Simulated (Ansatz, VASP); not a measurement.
LiF (Griceite) in VASP and in Ansatz

File POSCAR:

```
LiF
1.0
    0.0000000000      2.0339942024      2.0339942024
    2.0339942024      0.0000000000      2.0339942024
    2.0339942024      2.0339942024      0.0000000000
Li F
1 1
Direct
    0.0000000000      0.0000000000      0.0000000000
    0.5000000000      0.5000000000      0.5000000000
```

INCAR.step1

```
  PREC = Accurate
  ENCUT = 520
  ISMEAR = 0
  SIGMA = 0.01
  LREAL = False
  LASPH = True
  NELM = 80
  NBANDS = 12
  GGA = PE
  ALGO = Normal
  EDIFF = 1E-4
  LWAVE = True
  LCHARG = False
```

Contents of INCAR.step2:

```
  PREC = Accurate
  ENCUT = 520
  EDIFF = 1E-6
  ISMEAR = 0
  SIGMA = 0.01
  LREAL = False
  LASPH = True
  NELM = 80
  ALGO = Normal
  ISIF = 2
  LWAVE = False
  LCHARG = False
  METAGGA = R2SCAN
  LMIXTAU = True
  NBANDS = 12
  ISTART = 1
```

KPOINTS

```
Automatic mesh
0
Gamma
  10 10 10
```

Input for Ansatz:

```yaml
crystal:
  lattice:
    - [0.0, 2.0339942024, 2.0339942024]
    - [2.0339942024, 0.0, 2.0339942024]
    - [2.0339942024, 2.0339942024, 0.0]
  atoms:
    - { symbol: Li, position: [0.0, 0.0, 0.0] }
    - { symbol: F, position: [0.5, 0.5, 0.5] }
kpoints:
  mp_grid: { grid: [10, 10, 10] }
hamiltonian:
  xc: r2scan
scf:
  occupations: { method: fixed }
  n_extra_bands: 4
output:
  forces: true
  stress: true
  eigenvalues: true
```

Alike in both runs: task single point; functional r2SCAN; k mesh 10 × 10 × 10; no spin polarisation.

```csv
,VASP,Ansatz
version,VASP 6.6.1,Ansatz 0.2.0
potentials or method,"VASP PAW PBE potentials, release 64 (Li_sv, F)","plane waves, PAW"
plane-wave cutoff (eV),520,500
occupations,"gaussian, width 0.01 eV",fixed
valence electrons in the cell,10,10
```

|  | VASP | Ansatz | Ansatz less VASP |
| --- | --- | --- | --- |
| gap on the k mesh at the Fermi level (eV) | 9.98 | 9.79 | -0.189 |

 A k mesh can miss the band edges. r2SCAN opens gaps a little over a GGA but as a rule still falls short of measured ones.
